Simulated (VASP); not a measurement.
A run of VASP 6.6.1 is set up as follows.

Contents of INCAR:

```
ALGO     = Normal         # electronic algorithm
EDIFF    = 1E-7           # SCF threshold, eV
EDIFFG   = -0.002         # ionic threshold
ENCUT    = 520            # plane-wave cutoff, eV
GGA      = PE             # functional
IBRION   = 2              # ionic algorithm
ISIF     = 3              # what is computed and relaxed
ISMEAR   = 0              # smearing method
IVDW     = 12             # dispersion correction
KPAR     = 4            
LASPH    = T              # aspherical terms in the spheres
LCHARG   = F              # write CHGCAR
LREAL    = F              # projectors in reciprocal space
LWAVE    = F              # write WAVECAR
NELM     = 60             # most SCF steps
NSW      = 80             # ionic steps
PREC     = Accurate       # precision mode
SIGMA    = 0.02           # smearing width, eV
```

Contents of KPOINTS:

```
k-points
0
Gamma
  6 6 4
```

POSCAR

```
PtSe2
1.0
    3.7240000000      0.0000000000      0.0000000000
   -1.8620000000      3.2250786000      0.0000000000
    0.0000000000      0.0000000000      5.0620000000
Pt Se
1 2
Direct
    0.0000000000      0.0000000000      0.0000000000
    0.3333333300      0.6666666700      0.2500000000
    0.6666666700      0.3333333300      0.7500000000
```

Potentials or basis: VASP PAW PBE potentials, release 64 (Pt, Se).

Command:

```console
$ cat potpaw_PBE.64/Pt/POTCAR potpaw_PBE.64/Se/POTCAR > POTCAR
$ mpirun -np 4 vasp_std > vasp.out
```

Question: Predict the relaxed cell.

Answer: a = 3.767 Å, b = 3.767 Å, c = 4.842 Å, α = 90.00°, β = 90.00°, γ = 120.00°.

Question: What does it give for the dispersion energy per atom?

Answer: -0.489 eV.

Step by step:
| step | energy change (eV) | largest force (eV/Å) | pressure (GPa) | volume (Å³) |
| --- | --- | --- | --- | --- |
| 1 | 0.0000 | 0.5667 | 3.51 | 60.80 |
| 2 | 0.0318 | 0.3683 | -5.76 | 64.79 |
| 3 | -0.0226 | 0.1640 | -0.48 | 62.30 |
| 4 | -0.0226 | 0.1713 | -0.40 | 62.27 |
| 5 | -0.0267 | 0.1740 | -0.39 | 61.97 |
| 6 | -0.0390 | 0.1272 | -0.27 | 61.05 |
| 7 | -0.0463 | 0.1288 | 0.41 | 59.24 |
| 8 | -0.0474 | 0.0450 | 0.18 | 59.78 |
| 9 | -0.0505 | 0.0990 | -0.37 | 59.65 |
| 10 | -0.0506 | 0.1107 | -0.48 | 59.62 |
| 11 | -0.0499 | 0.0647 | 1.03 | 58.85 |
| 12 | -0.0514 | 0.0359 | 0.16 | 59.29 |
| 13 | -0.0516 | 0.0215 | -0.03 | 59.40 |
| 14 | -0.0516 | 0.0209 | -0.04 | 59.41 |
| 15 | -0.0517 | 0.0056 | 0.12 | 59.38 |
| 16 | -0.0517 | 0.0007 | 0.08 | 59.39 |
| 17 | -0.0517 | 0.0030 | 0.03 | 59.45 |
| 18 | -0.0517 | 0.0060 | -0.01 | 59.50 |
| 19 | -0.0517 | 0.0052 | 0.00 | 59.50 |
| 20 | -0.0517 | 0.0045 | 0.02 | 59.50 |
| 21 | -0.0517 | 0.0033 | -0.05 | 59.53 |
| 22 | -0.0517 | 0.0022 | 0.00 | 59.51 |
| 23 | -0.0517 | 0.0015 | -0.01 | 59.51 |

Caveat: pairwise dispersion overbinds metals, which lowers pressure and volume. Spin-orbit coupling is left out, which matters for the levels of Pt.
